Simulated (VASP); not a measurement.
TiH2, 3 atoms in the cell. Symmetry: I4/mmm, No. 139, tetragonal system. The conventional cell has a = 3.202 Å, b = 3.202 Å, c = 4.168 Å, α = 90.00°, β = 90.00°, γ = 90.00°. Ti (site symmetry 4/mmm) has 8 H at 1.91 Å as nearest neighbours. H (site symmetry -4m2) has 4 Ti at 1.91 Å and 2 H at 2.08 Å as nearest neighbours. The cell comes from a database or a generator and needn't be the stable form of this composition.

* Program: VASP 6.6.1
* Task: relaxation of cell and atoms
* Functional: PBEsol
* Potentials or basis: VASP PAW PBE potentials, release 64 (Ti, H)
* Cutoff: 580 eV
* k mesh: 18 × 18 × 18
* Occupations: gaussian, width 0.1 eV
* Spin: no spin polarisation
* Further INCAR settings: ALGO = Normal; EDIFF = 1e-07; IBRION = 2; EDIFFG = -0.005; NSW = 90; ISIF = 3

Potentials or basis: VASP PAW PBE potentials, release 64 (Ti, H).

Run with:

```bash
$ cat potpaw_PBE.64/Ti/POTCAR potpaw_PBE.64/H/POTCAR > POTCAR
$ mpirun -np 1 vasp_std > vasp.out
```

Hardware: 1 thread of Intel(R) Xeon(R) Platinum 8259CL CPU @ 2.50GHz (Skylake/Cascade Lake), with other jobs on the host.

Task: Estimate the wall time of this run.

Result: It took 93 s on 1 thread of Intel(R) Xeon(R) Platinum 8259CL CPU @ 2.50GHz (Skylake/Cascade Lake) (shared host), peak memory 0.23 GiB. Counts: scf iterations 20, k points 480, ion steps 2.
